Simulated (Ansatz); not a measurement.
# Zinc, diamond under PBE: from relaxation to bulk modulus

Aim: take zinc in the diamond structure, relax it, solve it on a dense k-mesh, switch on spin-orbit coupling, then scale the cell to 7 volumes from 88 to 112 % of the relaxed one and try a fit of the equation of state. The k-meshes are 10×10×10 for the relaxation; 15×15×15 for the dense run; 9×9×9 for spin-orbit coupling; 11×11×11 for the volumes.

This is Zn in the diamond structure; at room conditions it is hcp.

Program: Ansatz 0.2.0. Level of theory: DFT PBE, plane waves (420 eV) with PAW, scalar-relativistic. These are calculated values, not measurements.

## (1) Starting point

It takes space group Fd-3m (No. 227, cubic). The conventional cell has a = 5.477 Å, b = 5.477 Å, c = 5.477 Å, α = 90.00°, β = 90.00°, γ = 90.00°. Around Zn (site symmetry -43m) lie 4 Zn at 2.37 Å.

Structure file:

```
Zn
1.0
     0.00000    2.73837    2.73837
     2.73837    0.00000    2.73837
     2.73837    2.73837    0.00000
Zn
2
Direct
  0.12500 0.12500 0.12500
  0.87500 0.87500 0.87500
```

## (2) Relaxation of the cell

input.yaml reads:

```yaml
crystal:
  lattice:
    - [0.0, 2.7383746181, 2.7383746181]
    - [2.7383746181, 0.0, 2.7383746181]
    - [2.7383746181, 2.7383746181, 0.0]
  atoms:
    - { symbol: Zn, position: [0.125, 0.125, 0.125] }
    - { symbol: Zn, position: [0.875, 0.875, 0.875] }
hamiltonian:
  xc: pbe
  pseudopotentials:
    kind: paw
    azcp:
      Zn: "pseudopotentials/Zn.paw.azcp"
basis:
  ecutwfc: 420
  fft_grid_basis: typed
kpoints:
  mp_grid: { grid: [10, 10, 10], shift: [0, 0, 0] }
magnetization:
  spin_polarized: false
scf:
  occupations: { method: fermi_dirac, width: 0.1 }
relax:
  max_steps: 60
  f_tol: 0.01
  cell: {}
```

The run is started by

```console
$ ansatz run input.yaml --threads 1 --pin off --max-ram 3584MiB --backend cpu --events-out ev --progress --plain --runs-dir out
```

Further steps of the session: The energy on a finer k-mesh; Spin-orbit coupling switched on; The cell scaled to 88 % of its volume; The cell scaled to 92 % of its volume; The cell scaled to 96 % of its volume; The cell scaled to 100 % of its volume; The cell scaled to 104 % of its volume; The cell scaled to 108 % of its volume; The cell scaled to 112 % of its volume.

**Question.** What will these runs give? Wanted: space group; conventional cell; volume; shortest distance; gap on the mesh; relative to hcp; V₀, B₀, B₀′.

The runs gave:

```
                      quantity                         value
space group (spins left aside)               Fd-3m (No. 227)
             conventional cell                   a = 5.825 Å
                        volume                24.704 Å³/atom
             shortest distance                       2.522 Å
               gap on the mesh  none (levels filled in part)
               relative to hcp                 +470 meV/atom
                   V₀, B₀, B₀′   24.621 Å³/atom, 26 GPa, 5.3
```

**Reading.** The relaxation enlarged the cell by 20.3 % in volume. Against the reference form of zinc (hcp, computed apart with the same settings) it stands 470 meV/atom higher, so it is far from stable. Levels at the Fermi energy are filled in part, as in a metal. The total energy of the spin-orbit run (on a coarser mesh) lies -72 meV/atom from the scalar one; mesh and treatment of the core enter this figure, so it is no spin-orbit energy. The fitted modulus is 26 GPa. Relaxation kept the symmetry; phonons were not checked.
